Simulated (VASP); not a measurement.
**From VASP inputs to Ansatz: InSb (CsCl)**

INCAR

```
NBANDS = 16
ISIF = 3
LASPH = .TRUE.
PREC = Accurate
ISMEAR = -1
LWAVE = .FALSE.
SIGMA = 0.02
NELM = 120
LCHARG = .FALSE.
EDIFF = 1E-7
GGA = PE
NSW = 40
EDIFFG = -5E-3
IBRION = 2
LREAL = .FALSE.
ENCUT = 600
```

KPOINTS

```
KPOINTS created by Atomic Simulation Environment
0
Gamma
6 6 6
0 0 0
```

POSCAR

```
In Sb
 1.0000000000000000
     3.6348136973999998    0.0000000000000000    0.0000000000000000
     0.0000000000000000    3.6348136973999998    0.0000000000000000
     0.0000000000000000    0.0000000000000000    3.6348136973999998
 In  Sb
   1   1
Cartesian
  0.0000000000000000  0.0000000000000000  0.0000000000000000
  1.8174068486999999  1.8174068486999999  1.8174068486999999
```

VASP ran with the recommended PBE PAW datasets (18 valence electrons in the cell).

Task: Write an Ansatz input for this cell and level of theory.

Result: 

```yaml
crystal:
  lattice:
    - [3.6348136974, 0.0, 0.0]
    - [0.0, 3.6348136974, 0.0]
    - [0.0, 0.0, 3.6348136974]
  atoms:
    - { symbol: In, position: [0.0, 0.0, 0.0] }
    - { symbol: Sb, position: [0.5, 0.5, 0.5] }
kpoints:
  mp_grid: { grid: [6, 6, 6] }
hamiltonian:
  xc: pbe
scf:
  occupations: { method: fermi_dirac, width: 0.02 }
relax:
  f_tol: 0.005
  cell: {}
```

Other inputs would serve too.

```tsv
	VASP	Ansatz
relaxed cell vector lengths	3.796, 3.796, 3.796 Å	3.799, 3.799, 3.799 Å
relaxed cell volume	54.70 Å³	54.82 Å³
```

Datasets and cutoffs are each program's own. VASP's cell holds 18 valence electrons and Ansatz's 28.
